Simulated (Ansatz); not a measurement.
Method: DFT PBE, scalar-relativistic, plane waves, PAW in Ansatz 0.2.0. All cells share a 420 eV cutoff and Γ-centred k meshes spaced at most about 0.3 Å⁻¹ (about 0.25 or finer for metals, 2π included). No spin polarisation in the final relaxations.

Temperature and zero-point effects are left out.

Two forms of Sb were relaxed alike.

A.

```yaml
crystal:
  lattice:
    - [8.44820, 0.00000, 0.00000]
    - [0.00000, 8.44820, 0.00000]
    - [0.00000, 0.00000, 4.26847]
  atoms:
    - { symbol: Sb, position: [0.12271, 0.12271, 0.50000] }
    - { symbol: Sb, position: [0.71004, 0.71004, 0.50000] }
    - { symbol: Sb, position: [0.28996, 0.28996, 0.00000] }
    - { symbol: Sb, position: [0.21004, 0.78996, 0.75000] }
    - { symbol: Sb, position: [0.37729, 0.62271, 0.25000] }
    - { symbol: Sb, position: [0.87729, 0.87729, 0.00000] }
    - { symbol: Sb, position: [0.78996, 0.21004, 0.25000] }
    - { symbol: Sb, position: [0.62271, 0.37729, 0.75000] }
```

B.

```yaml
crystal:
  lattice:
    - [4.25244, 0.00000, 0.00000]
    - [-2.12622, 3.68272, 0.00000]
    - [0.00000, 0.00000, 9.70577]
  atoms:
    - { symbol: Sb, position: [0.00000, 0.00000, 0.78921] }
    - { symbol: Sb, position: [0.00000, 0.00000, 0.21079] }
    - { symbol: Sb, position: [0.33333, 0.66667, 0.62699] }
    - { symbol: Sb, position: [0.66667, 0.33333, 0.37301] }
```

Task: Which is lower in energy, and by how much?

Result: B is lower, by 240 meV/atom. A has space group P4_32_12 (No. 96), 38.1 Å³/atom and no gap on its mesh; B has space group P-3m1 (No. 164), 38.0 Å³/atom and no gap. Counting all near atoms (those within 1.25 times the shortest such distance or 1.15 times the sum of covalent radii; a plus sign parts nearer from farther groups; a slash parts the counts of unlike sites), A has Sb 4/4+2 and B has Sb 3/3+3. In A, around Sb on its first site lie 4 Sb at 2.92–3.10 Å and 2 Sb at 3.63 Å; Sb on its second site is surrounded by 4 Sb at 2.92–3.10 Å. In B, Sb on its first site is surrounded by 3 Sb at 2.92 Å; around Sb on its second site lie 3 Sb at 2.92 Å and 3 Sb at 3.48 Å. Both come from invented guesses. The part of the Crystallography Open Database at hand lists Sb in space groups No. 139, 166, 194, 221, 225 and others; no cell shown has one of them.

No dispersion correction is applied, so the spacing and binding between layers, chains or molecules are poorly described (P-3m1), and this can change margins and order among such cells. Spin–orbit coupling, which can matter for Sb, is left out. The zero gap of P-3m1 may come from the functional, which often closes small gaps, or the cell may be a true semimetal. Cells relaxed within their symmetry can be saddle points.
